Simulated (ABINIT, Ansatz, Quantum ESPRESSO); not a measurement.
# TiO: 3 runs at one level of theory

```xyz
2
Lattice="0.0000 2.4693 2.4693 2.4693 0.0000 2.4693 2.4693 2.4693 0.0000" Properties=species:S:1:pos:R:3 pbc="T T T"
Ti    0.0000    0.0000    0.0000
O     1.2346    1.2346    1.2346
```

The cell comes from a database or a generator and needn't be the stable form of this composition.

Alike in all runs: task single point; functional PBE; k mesh 9 × 9 × 9; occupations fermi-dirac, width 0.05 eV; no spin polarisation; no spin-orbit coupling. Pressure is positive in compression and, in plane waves, holds the error of the finite cutoff, which Ansatz's Pulay term estimates and takes out.

```
                   program and potentials  plane-wave cutoff (eV)                             notes  pressure (GPa)
    Ansatz, Ansatz PAW (earlier soft set)                     420  Pulay term of +0.27 GPa included          -21.50
                 ABINIT, JTH PAW PBE v2.0                     626                                 -          -21.50
Quantum ESPRESSO, SSSP 1.3 efficiency PBE                     748                                 -          -21.62
```

The pressure spans -21.62 (Quantum ESPRESSO, SSSP 1.3 efficiency PBE) to -21.50 GPa (ABINIT, JTH PAW PBE v2.0). The cell lies far from this level's equilibrium.

The functional is the same throughout but for its coding, so the spread measures potentials, basis and numerics; runs on potential files found faulty are left out.
